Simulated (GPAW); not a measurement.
Runs of GPAW 26.7.0 on AlNi. The structure is cubic, space group Pm-3m (No. 221). The conventional cell has a = 2.881 Å, b = 2.881 Å, c = 2.881 Å, α = 90.00°, β = 90.00°, γ = 90.00°. Around Ni (site symmetry m-3m) lie 8 Al at 2.50 Å. Al (site symmetry m-3m) has 8 Ni at 2.50 Å as nearest neighbours. 

```tsv
level	gap on the mesh (eV)	pressure (GPa)	moment (μB)	relaxed volume (Å³/atom)
PBEsol+D4	none	0.2	0.00	11.58
PBEsol+D3(BJ)+ATM	none	0.3	0.00	(a)
PBEsol	none	0.0	0.00	11.80
PBEsol+D3	none	0.3	0.00	11.47
PBEsol+D3(BJ)	none	0.0	0.00	(b)
```

Alike in all rows: task relaxation of cell and atoms; potentials or basis PAW data sets generated in the run's folder for this functional, pw; spin collinear, ferromagnetic start; cell relaxed; k mesh 9 × 9 × 9; cutoff (eV) 600; smearing fermi-dirac 0.05 eV.

Q: Estimate the missing entries.

A: (a) 11.49; (b) 11.43.

Caveats: each step starts from the last one's moments, so a moment once lost doesn't come back; the stock nickel data set gives pressures a few GPa off other programs; later steps reuse the first step's grids; pairwise dispersion overbinds metals, which lowers pressure and volume (some runs).

A gap of «none» marks a metal or a gap under the smearing width.
